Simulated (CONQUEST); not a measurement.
Here is a CONQUEST 1.3 calculation.

The input Conquest_input:

```
IO.Title MgS
IO.Coordinates coords.dat
IO.FractionalAtomicCoords T
IO.Iprint 2
IO.Iprint_init 1
General.NumberOfSpecies 2
General.PseudopotentialType hamann
General.FunctionalType -60062
General.DifferentFunctional T
AtomMove.TypeOfRun sqnm
AtomMove.FullStress T
Grid.GridCutoff 120
DM.SolutionMethod diagon
Diag.MPMesh T
Diag.GammaCentred T
Diag.MPMeshX 4
Diag.MPMeshY 4
Diag.MPMeshZ 3
Diag.kT 0.00183747
minE.SCTolerance 1e-6
SC.MaxIters 100
IO.AtomChargeOutput T
AtomMove.NumSteps 30
AtomMove.WriteExtXYZ T
AtomMove.OutputFreq 1
AtomMove.WriteXSF F
AtomMove.MaxForceTol 1e-3
%block ChemicalSpeciesLabel
1 32.070 S
2 24.310 Mg
%endblock
```

coords.dat

```
    7.5714462215     0.0000000000     0.0000000000
    0.0000000000     7.5714462215     0.0000000000
    0.0000000000     0.0000000000    10.7076419340
4
  0.4978720000   0.0010710000   0.2453890000 1 T T T
  0.9978720000   0.5010710000   0.7453890000 1 T T T
  0.4897970000   0.4969640000   0.4930660000 2 T T T
  0.9897970000   0.9969640000   0.9930660000 2 T T T
```

Potentials or basis: PseudoDojo NC PBEsol, DZ, grid cutoff 120 Ha.

Command:

```bash
$ Conquest
```

Q: What does it give for the Mulliken charges?

A: S -1.44; Mg +1.44 e.

Q: What does it give for the energy gained by relaxing?

A: 3.1 meV/atom.

Final structure:
```yaml
crystal:
  lattice:
    - [4.00664, 0.00000, 0.00000]
    - [0.00000, 4.00664, 0.00000]
    - [0.00000, 0.00000, 5.66624]
  atoms:
    - { symbol: S, position: [0.48796, 0.99599, 0.24174] }
    - { symbol: S, position: [0.98796, 0.49599, 0.74174] }
    - { symbol: Mg, position: [0.48772, 0.49415, 0.49179] }
    - { symbol: Mg, position: [0.98772, 0.99415, 0.99179] }
```

Caveat: the atomic basis is small; the real-space grid is too coarse here: the forces don't sum to zero and aren't listed, and the energy moves when atoms move against the grid.
